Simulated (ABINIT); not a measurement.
A run of ABINIT 10.8.3 (patched build) is set up as follows.

File run.abi:

```
# Pseudopotentials
pp_dirpath "./"
pseudos "Ta.GGA_PBE-JTH.xml, N.GGA_PBE-JTH.xml"

# Structure
acell 3*1.0 Angstrom
rprim
     0.0000000000     2.2113230000     2.2113230000
     2.2113230000     0.0000000000     2.2113230000
     2.2113230000     2.2113230000     0.0000000000
ntypat 2
znucl 73 7
natom 2
typat 1 2
xred
     0.5000000000     0.5000000000     0.5000000000
     0.0000000000     0.0000000000     0.0000000000

# Plane-wave basis
ecut 30.0
pawecutdg 52.0

# k points
kptopt 1
ngkpt 8 8 8
nshiftk 1
shiftk 0.0 0.0 0.0

# Exchange and correlation
ixc -497498
usekden 1
pawxcdev 0

# Bands and occupations
nband 13
occopt 3
tsmear 0.05 eV

# SCF cycle
nstep 100
tolvrs 1.0e-7

# Output
iomode 3
prtwf 0
prtden 0
prteig 0
prtebands 0
```

Potentials or basis: JTH PAW PBE v2.0.

Command:

```sh
$ abinit run.abi > log 2>&1
```

Problem. What does it give for the pressure?

Solution. -3.3 GPa.

Problem. What does it give for the band gap on the k mesh?

Solution. None (metal or under the smearing width).

Caveat: the highest band is partly filled, so the run has too few bands; the PAW data sets were made with another functional, which shifts forces and pressure a little. Spin-orbit coupling is left out, which matters for the levels of Ta.
